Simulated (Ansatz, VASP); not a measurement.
## BN: VASP beside Ansatz

```
CELL_PARAMETERS angstrom
0.00000 1.81300 1.81300
1.81300 0.00000 1.81300
1.81300 1.81300 0.00000
ATOMIC_POSITIONS crystal
N 0.25000 0.25000 0.25000
B 0.00000 0.00000 0.00000
```

The cell is a database's computed one.

Alike in both runs: task relaxation of cell and atoms; functional HSEsol; k mesh 7 × 7 × 7; occupations fermi-dirac, width 0.05 eV; no spin polarisation.

```csv
,VASP,Ansatz
version,VASP 6.6.1,Ansatz 0.2.0
potentials or method,"VASP PAW PBE potentials, release 64 (N, B)",Ansatz PAW
plane-wave cutoff (eV),600,420
valence electrons in the cell,8,8
```

```tsv
	VASP	Ansatz	Ansatz less VASP
gap on the k mesh at the Fermi level, each at its own relaxed structure (eV)	6.01	6.00	-0.006
relaxed volume (Å³/atom)	5.77	5.76	-0.010
relaxed cell length with the largest relative difference (Å)	2.536	2.535	-0.0015
energy change over the relaxation (meV/atom)	-8	-9	-0.8
```

Caveats: the k mesh is coarse (spacing up to 0.43 Å⁻¹), so the values aren't converged, least of all with exact exchange; the PAW data sets were made with another functional, which shifts forces and pressure a little (VASP); an odd mesh through Γ misses points on the zone boundary, where band edges often lie (VASP); odd divisions of the mesh miss points on the zone boundary, where band edges often lie, so the gap on the mesh can be too wide (Ansatz); the plane-wave basis is chosen anew once the cell has moved, so the energies of steps on either side of that aren't comparable (Ansatz); the pressure holds a Pulay correction of +0.9 GPa for the finite cutoff (Ansatz); the PAW data sets come from PBE, with cores solved anew for the run's functional, which leaves a small shift of forces and pressure (Ansatz).
